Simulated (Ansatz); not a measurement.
Crystal: InSe.

```
In Se
1.0
     2.00000    1.15470    8.44000
    -2.00000    1.15470    8.44000
     0.00000   -2.30940    8.44000
In Se
2 2
Direct
  0.88860 0.88860 0.88860
  0.00000 0.00000 0.00000
  0.17190 0.17190 0.17190
  0.38350 0.38350 0.38350
```

Below is the output of Ansatz 0.2.0 for this cell. Logs are shortened: lines on timing, memory, paths and dates and some standing lists are left out, and cuts for length are marked.

```text
Warning: RAYON_NUM_THREADS=2 ignored (pool sized by the plan → 2); use --threads N
basis.fft_grid_basis auto: the FFT boxes are laid along the combinations [[1, -1, 0], [0, 1, 0], [0, -1, 1]] of the cell's own vectors, 4.000, 8.750 and 4.000 Å long. The dense box has 27×60×27 points. Along the cell's own vectors, as sized, it would have 60×60×60, 4.94 times as many. Of the 6 symmetry operations that the crystal satisfies within crystal.symmetry.tolerance (time reversal apart; of a slab, those that keep its plane) the dense box along the cell's own vectors carries 6, and the one as laid loses 4 of those. basis.fft_grid_basis: typed keeps the cell's own vectors: state it where this run's energies or levels are differenced outside the engine with another run's, or held beside a run that keeps those vectors. Those combinations have planes normal to reciprocal vector 3, as the cell's own vectors have. Each planar average written beside output.write_density, output.write_potential has a row for each plane of the box: 27. The volumetric files lie along those combinations, not along the cell's own vectors: a cube or XSF file states them, and fields.json those of NumPy files.
Engine: ansatz 0.2.0, x86_64-unknown-linux-gnu
Pseudopotentials: kind: paw
Pseudopotential: In, paw, valence charge 13, recommended cutoff 420 eV (normal), In.paw.azcp
Pseudopotential: Se, paw, valence charge 16, recommended cutoff 420 eV (normal), Se.paw.azcp
Functional definition: PBE
  parameter kappa = 0.804
  parameter beta = 0.06672455060314922
  exchange = pbe_x(kappa = kappa, mu = beta*pi^2/3)
  correlation = pbe_c(beta = beta)
Crystal: 4 atoms, lattice volume = 116.948 Å³
Basis set: ecut = 420 eV, 2309 PW (Γ), FFT grids on a1−a2, a2, −a2+a3, exchange–correlation on 54×120×54 points (8 copies of the dense FFT grid, shifted against one another)
Bands: 35, of which v1, the nominal top of the filled ones, is band 29 counted from 1 (28 counted from 0)
Symmetry: 6 space group operations
Space group: R3m (ITA 160), of the structure as read, at distance tolerance 4.9e-5 Å
k-points: 65 of 512 (time reversal used)
Non-local potential: In, projectors of the file, l = 0: 2, l = 1: 2, l = 2: 2, l = 3: 2
Non-local potential: Se, projectors of the file, l = 0: 2, l = 1: 2, l = 2: 3, l = 3: 1
PAW form: soft (Blöchl's): semilocal exchange-correlation on the pseudo side does not see the compensation charge
PAW one-centre angular grid: In, 590 points (default); XC on 64 Gauss nodes
[... 23 lines left out ...]
  E_local      = -7917.559770  (includes V_loc(G=0)·N_el)
  E_nonlocal   = -457.101238
  E_hartree    = 3651.302297
  E_xc         = -639.046333
  E_vxc        = -394.939652  (∫ρ·V_xc dr)
  E_paw        = -12132.709779  (= ΣΔE_a)
  E_vpaw       = -169.173212  (= ΣTr[D̂ρ^β])
  E_aug_tail   = -0.001156  (compensation charges beyond the density's cutoff)
  E_ewald      = -5364.203816
  E_smearing   = -0.000000  (= −TS)
  E_closure    = -0.000000  (closes the sum)
  Σ components = -22135.866725   (vs F -22135.866725, Δ=0.00e0)
--- Forces (eV/Å), atoms counted from 1 ---
  atom   1  In     0.00000000    -0.00000000     0.36503769
  atom   2  In     0.00000000     0.00000000    -0.34950032
  atom   3  Se     0.00000000     0.00000000    -0.25774391
  atom   4  Se     0.00000000    -0.00000000     0.24219766
  max |Σ_I F_I| component: 8.89e-6 eV/Å
--- Stress (GPa, compression-positive) ---
        3.147742       0.000000       0.000000
        0.000000       3.147742      -0.000000
       -0.000000      -0.000000       1.952745
  P = ⅓ Tr σ = 2.7494 GPa (27.494 kbar)
--- Band table (eV; the first three rows and the last of 65) ---
  k-point 0: bands = ["-40.1872", "-40.1872", "-40.1790", "-40.1790", "-40.1580", "-40.1580", "-40.1513", "-40.1513", "-40.1471", "-40.1409", "-7.4962", "-7.3268", "-7.3268", "-7.2545", "-7.2545", "-7.2315", "-7.2315", "-7.0646", "-7.0646", "-7.0618", "-6.2777", "-5.8781", "0.9893", "3.8415", "5.7711", "5.9754", "5.9754", "6.0684", "6.0684", "8.9779", "9.3883", "11.6843", "11.6843", "12.4647", "12.7785"]
  k-point 1: bands = ["-40.1872", "-40.1872", "-40.1790", "-40.1790", "-40.1580", "-40.1580", "-40.1513", "-40.1513", "-40.1470", "-40.1409", "-7.5024", "-7.3822", "-7.3231", "-7.3222", "-7.2433", "-7.2357", "-7.2246", "-7.0993", "-7.0660", "-7.0036", "-6.1010", "-5.7311", "1.1018", "3.5703", "4.9890", "5.5897", "5.7789", "5.9031", "6.1730", "9.3195", "10.0693", "10.9857", "11.8361", "12.1210", "12.8205"]
  k-point 2: bands = ["-40.1872", "-40.1871", "-40.1790", "-40.1789", "-40.1580", "-40.1580", "-40.1514", "-40.1513", "-40.1470", "-40.1408", "-7.5603", "-7.4431", "-7.4303", "-7.3185", "-7.2458", "-7.2162", "-7.2033", "-7.1163", "-7.0688", "-6.9524", "-5.6824", "-5.3741", "1.2978", "2.7979", "3.8057", "5.2390", "5.3869", "5.5232", "6.2778", "9.3111", "9.4837", "11.3338", "11.5275", "12.0502", "13.6911"]
  k-point 64: bands = ["-40.1872", "-40.1872", "-40.1790", "-40.1790", "-40.1580", "-40.1580", "-40.1513", "-40.1513", "-40.1471", "-40.1409", "-7.4959", "-7.3270", "-7.3270", "-7.2544", "-7.2544", "-7.2316", "-7.2316", "-7.0707", "-7.0645", "-7.0645", "-6.1355", "-6.0273", "1.3378", "2.9477", "5.9076", "5.9076", "6.1426", "6.1426", "7.2794", "7.7214", "9.4493", "11.6020", "11.6020", "12.9028", "12.9028"]
```

**Question.** Write the input and the command behind it.

**Answer.** Single point with PBE, no spin polarisation. The files as run (others can give the same):

input.yaml
```yaml
crystal:
  lattice:
    - [2.0, 1.1547005384, 8.44]
    - [-2.0, 1.1547005384, 8.44]
    - [0.0, -2.3094010768, 8.44]
  atoms:
    - { symbol: In, position: [0.8886, 0.8886, 0.8886] }
    - { symbol: In, position: [0.0, 0.0, 0.0] }
    - { symbol: Se, position: [0.1719, 0.1719, 0.1719] }
    - { symbol: Se, position: [0.3835, 0.3835, 0.3835] }
hamiltonian:
  xc: pbe
  pseudopotentials: { kind: paw }
kpoints:
  mp_grid: { grid: [8, 8, 8] }
scf:
  occupations: { method: gaussian, width: 0.03 }
output:
  forces: true
  stress: true
  eigenvalues: true
  write_density: true
  write_potential: true
  elf: true
  volumetric_format: npy
```

Potentials or basis: Ansatz PAW.
The run is started by
```bash
$ ansatz run input.yaml --threads 2 --pin off --max-ram 5632MiB --backend cpu --events-out ev --progress --plain --runs-dir out
```

Caveat: spin-orbit coupling is left out, which moves the levels of the heavy elements.
